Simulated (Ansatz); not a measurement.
A 6-atom cell of ZrO2 started from a crystallographic database: a band-structure calculation in Ansatz (PBE). The geometry is the r2SCAN minimum.

```yaml
crystal:
  lattice:
    - [3.6010266379, 0.0, 0.0]
    - [0.0, 3.6010266379, 0.0]
    - [0.0, 0.0, 5.227183601]
  atoms:
    - { symbol: Zr, position: [0.0, 0.0, 0.0] }
    - { symbol: Zr, position: [0.5, 0.5, 0.5] }
    - { symbol: O, position: [0.0, 0.5, 0.1969684769] }
    - { symbol: O, position: [0.0, 0.5, 0.6969684769] }
    - { symbol: O, position: [0.5, 0.0, 0.3030315231] }
    - { symbol: O, position: [0.5, 0.0, 0.8030315231] }
kpoints:
  mp_grid: { grid: [8, 8, 6] }
  band_path:
    path:
      - [[0.0, 0.0, 0.0], [-6.004280933206e-52, 0.5, 8.57790059113e-36], [0.5, 0.5, 1.326151207013e-34], [0.0, 0.0, 0.0], [-2.99582021327e-51, -1.756941682009e-52, 0.5], [3.810319232054e-51, 0.5, 0.5], [0.5, 0.5, 0.5], [-2.99582021327e-51, -1.756941682009e-52, 0.5]]
      - [[-6.004280933206e-52, 0.5, 8.57790059113e-36], [3.810319232054e-51, 0.5, 0.5]]
      - [[0.5, 0.5, 1.326151207013e-34], [0.5, 0.5, 0.5]]
    npoints: 10
hamiltonian:
  xc: pbe
scf:
  occupations: { method: fermi_dirac, width: 0.02 }
  n_extra_bands: 5
output:
  forces: true
  stress: true
  eigenvalues: true
```

In the abridged output below, numbers in square brackets stand for lines, or ends of lines, that were taken out.
```
scf.n_extra_bands = 5 over 24 filled bands (N_el = 48.0): the run solves 29 bands
Functional definition: PBE
  parameter kappa = 0.804
  parameter beta = 0.06672455060314922
  exchange = pbe_x(kappa = kappa, mu = beta*pi^2/3)
  correlation = pbe_c(beta = beta)
Crystal: 6 atoms, lattice volume = 67.783 Å³
Basis set: ecut = 420 eV, 1297 PW (Γ)
[1]
NSCF: frozen V_eff on 93 k-points
Free energy (F): -10647.830412 eV
[2]
--- Per-component energies (eV) ---
  E_band       = -146.173582
  E_kinetic    = 1375.448345
  E_local      = -2353.477011
  E_nonlocal   = 343.038914
  E_hartree    = 777.232856
  E_xc         = -623.789025
  E_vxc        = -765.459706
  E_paw        = -6537.934160
  E_vpaw       = -300.201996
  E_ewald      = -3628.360444
--- Forces (eV/Å), atoms counted from 1 ---
[3]
--- Stress (GPa, compression-positive) ---
        3.895080       0.000000       0.000000
        0.000000       3.895080       0.000000
        0.000000       0.000000       3.782969
  P = ⅓ Tr σ = 3.8577 GPa (38.577 kbar)
--- Band table (eV; the first three rows and the last of 60) ---
[4]
```

The rows of the band table are 0: (0, 0, 0) = Γ, 1: (0, 0, 1/6), 2: (0, 0, 1/3), 59: (-1/2, -1/2, -1/2) = A.

Q: What stood in the gaps? They hold the Fermi energy and the band table, the forces, the symmetry found.

A:
```
[1]
Symmetry: 16 space group operations
Space group: P42/nmc (ITA 137)
[2]
Fermi energy:    13.137081 eV
[3]
  atom   1  Zr      0.00000      0.00000      0.00000
  atom   2  Zr      0.00000      0.00000      0.00000
  atom   3  O       0.00000      0.00000      0.01915
  atom   4  O       0.00000      0.00000      0.01915
  atom   5  O       0.00000      0.00000    -0.01915
  atom   6  O       0.00000      0.00000    -0.01915
[4]
  k-point 0: bands = […, 9.7748, 9.7748, 10.3458, 10.9387, 10.9810, 10.9810, 15.1435, 15.6699, 16.3303, 16.4310, …]
  k-point 1: bands = […, 9.9544, 10.0372, 10.0372, 10.5303, 11.0006, 11.0006, 15.2112, 15.7785, 16.2356, 16.4294, …]
  k-point 2: bands = […, 9.0300, 9.5620, 10.3937, 10.3937, 11.0411, 11.0411, 15.4032, 15.9909, 16.0478, 16.4339, …]
  k-point 59: bands = […, 9.3048, 9.3048, 9.6245, 9.6245, 11.0038, 11.0038, 16.2535, 16.2535, 16.7789, 16.7789, …]
```
The trailing digits, and the zero of the energies, depend on the potentials and thresholds.

The PBE gap is indirect, 4.06 eV (M–Γ (0.60 of the way from M) to Γ), below the direct gap of 4.16 eV at Γ. The mean pressure is +3.86 GPa (compression positive), so PBE would enlarge the cell's volume.

Command: `ansatz run input.yaml --threads 4 --pin off --max-ram 7372MiB --backend cpu --events-out ev --progress --plain --runs-dir out`. Wall time 3 s on 4 threads of Arm Neoverse V1, on a shared host, load about 0.3 per core; peak host memory 0.41 GiB.

Spin-unpolarised throughout; all numbers are computed.
